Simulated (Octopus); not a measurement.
# Mo (Im-3m) in Octopus: equation of state, part 2 of 2

Octopus 16.4. The steps go on from the part before.

### 7 Equation of state, PBEsol, 14.94 Å³/atom (volume scaled by 0.94)

File inp:

```
CalculationMode = gs
UnitsOutput = eV_Angstrom
PeriodicDimensions = 3
ExperimentalFeatures = yes
PseudopotentialSet = pseudodojo_pbesol
%LatticeParameters
 1*angstrom | 1*angstrom | 1*angstrom
%
%LatticeVectors
 -1.5514772677 | 1.5514772677 | 1.5514772677
 1.5514772677 | -1.5514772677 | 1.5514772677
 1.5514772677 | 1.5514772677 | -1.5514772677
%
%ReducedCoordinates
 "Mo" | 0 | 0 | 0
%
%Spacing
 0.12796369*angstrom | 0.12796369*angstrom | 0.12796369*angstrom
%
DerivativesOrder = 8
%KPointsGrid
 12 | 12 | 12
%
KPointsUseSymmetries = yes
XCFunctional = gga_x_pbe_sol + gga_c_pbe_sol
SmearingFunction = fermi_dirac
Smearing = 0.05*eV
ExtraStates = 7
Eigensolver = chebyshev_filter
ConvRelDens = 3e-7
MaximumIter = 120
%Output
 density | cube
 elf | cube
 potential | cube
%
```

Potentials or basis: pseudodojo_pbesol (PseudoDojo 0.4, PBEsol).

Started as:

```console
OMP_NUM_THREADS=1 octopus > out.log
```

out.log:

```text
Running octopus

Version                : 16.4
Optional libraries     :

************************** Calculation Mode **************************
Input: [CalculationMode = gs]
**********************************************************************

Input: [SpinComponents = unpolarized]

******************************* Space ********************************
Octopus will run in 3 dimension(s).
Octopus will treat the system as periodic in 3 dimension(s).
**********************************************************************

Input: [AllElectronType = no]
Input: [PseudopotentialSet = pseudodojo_pbesol]
Reading Coordinates from ReducedCoordinates block

****************************** Species *******************************
  Species 'Mo'
    type             : pseudopotential
    file             : 'Mo.upf'
    file format      : UPF2
    valence charge   : 14.0
    atomic number    :  42
    form on file     : kleinman-bylander
    lmax             : 2
    llocal           : -1
    projectors per l : 2
    total projectors : 6
    application form : kleinman-bylander
    orbitals         : 10
    bound orbitals   : 10

**********************************************************************

***************************** Symmetries *****************************
Space group No.  229
International: Im-3m
Schoenflies: Oh^9
Info: The system has    48 symmorphic symmetries that can be used.
[... 341 lines left out ...]
--------------------%-------------------------------------------------
%------------------%%-------------------------------------------------
%------------------%%---------------------%%%--%%---------------------
%------------------%%---------------------%%%--%%---------------------
%------------------%%---------------------%%%%%%%%-----%%%%%-%--------
%------------------%%--------------------%%%%%%%%%%%%-%%%%%%%%%%%%%---
                                              ^

Fermi energy =    13.933055 eV

**********************************************************************

** Warning:
**   Symmetrization discrepancy ratio (scalar) =  8.99592E-02

*********************** SCF CYCLE ITER #    2 ************************
 etot  = -1.89631747E+03 abs_ev   =  9.59E+00 rel_ev   =  6.06E-02
 ediff =        5.86E-01 abs_dens =  1.78E-01 rel_dens =  1.27E-02
Matrix vector products: 1800
Converged eigenvectors: 0
[... 139 lines left out ...]
*********************** SCF CYCLE ITER #   14 ************************
 etot  = -1.91232124E+03 abs_ev   =  1.25E-04 rel_ev   =  7.47E-07
 ediff =        8.24E-06 abs_dens =  2.70E-06 rel_dens =  1.93E-07
Matrix vector products: 1800
Converged eigenvectors: 0

#  State  KPoint  Eigenvalue [eV]  Occupation    Error
      1       1      -48.110564    2.000000   ( 6.2E-08)
      1       2      -48.089722    2.000000   ( 6.3E-08)
      1       5      -48.069272    2.000000   ( 4.8E-08)
      1       3      -48.050629    2.000000   ( 5.0E-08)
      1       6      -48.032392    2.000000   ( 5.2E-08)
      1       9      -48.013032    2.000000   ( 4.9E-08)
      1       4      -47.999401    2.000000   ( 8.5E-08)
      1       7      -47.982290    2.000000   ( 5.2E-08)
[... 23 lines left out ...]
     14      43       36.522964    0.000000   ( 4.5E-02)
     14      41       36.540566    0.000000   ( 2.9E-02)
     14      34       37.011067    0.000000   ( 2.3E-02)
     14      36       37.276514    0.000000   ( 5.4E-02)
     14       4       37.539800    0.000000   ( 5.8E-02)
     14       2       38.459411    0.000000   ( 3.4E-02)
     14      45       39.320876    0.000000   ( 1.5E-02)
     14       1       40.145989    0.000000   ( 2.0E-02)

Density of states:

--------------------%-------------------------------------------------
--------------------%%------------------------------------------------
--------------------%%------------------------------------------------
--------------------%%------------------------------------------------
%-------------------%%----------------------------%-------------------
%-------------------%%-----------------------%%--%%-------------------
%-------------------%%----------------------%%%--%%-------------------
%-------------------%%----------------------%%%%%%%-------%%%%--%-----
%-------------------%%----------------------%%%%%%%%-----%%%%%%%%%----
%-------------------%%---------------------%%%%%%%%%%%%%%%%%%%%%%%%---
                                                ^

Fermi energy =    13.050162 eV

**********************************************************************

Info: SCF converged in   14 iterations

** Warning:
**   Some of the states are not fully converged!

Info: Number of matrix-vector products:      25200
Info: Writing output to static/

Info: Finished writing information to 'restart/gs'.

Octopus emitted 18 warnings.
```

Run time: 5 min. Hardware: 1 thread of Intel Xeon Platinum 8375C at 2.90GHz (Ice Lake), shared host; peak memory 0.76 GiB.

What came out:

```
Free energy            : -1912.3234 eV
Band gap on the k mesh : none (metal or under the smearing width)
```

### 8 Equation of state, PBEsol, 16.85 Å³/atom (volume scaled by 1.06)

Changes to inp since step 7:

```diff
@@ -9,5 +9,5 @@
 %LatticeVectors
- -1.5514772677 | 1.5514772677 | 1.5514772677
- 1.5514772677 | -1.5514772677 | 1.5514772677
- 1.5514772677 | 1.5514772677 | -1.5514772677
+ -1.614871936 | 1.614871936 | 1.614871936
+ 1.614871936 | -1.614871936 | 1.614871936
+ 1.614871936 | 1.614871936 | -1.614871936
 %
@@ -17,3 +17,3 @@
 %Spacing
- 0.12796369*angstrom | 0.12796369*angstrom | 0.12796369*angstrom
+ 0.13319239*angstrom | 0.13319239*angstrom | 0.13319239*angstrom
 %
@@ -31,6 +31 @@
 MaximumIter = 120
-%Output
- density | cube
- elf | cube
- potential | cube
-%
```

Started as:

```console
OMP_NUM_THREADS=1 octopus > out.log
```

Run time: 4.7 min. Hardware: 1 thread of Intel Xeon Platinum 8375C at 2.90GHz (Ice Lake), shared host; peak memory 0.76 GiB.

Results (log left out):

| Property | Result |
| --- | --- |
| Free energy | -1912.2183 eV |
| Band gap on the k mesh | none (metal or under the smearing width) |

### 9 Equation of state, PBEsol

Potentials or basis: pseudodojo_pbesol (PseudoDojo 0.4, PBEsol).

This step only gathers the single runs of the series.

What came out:

```yaml
Equilibrium_volume: 15.31 Å³/atom
Bulk_modulus: 295 GPa
Pressure_derivative_of_the_bulk_modulus: "5.8 (rough: it moves with the points fitted)"
```

Energy against volume, from the lowest point:
```tsv
volume (Å³/atom)	energy (meV/atom)
14.938	9.08
15.256	0.00
15.574	4.23
15.892	19.11
16.209	42.65
16.527	74.79
16.845	114.21
```

Caveat: the number of grid points is fixed, so the spacing changes with the cell, which shifts volumes and moduli.
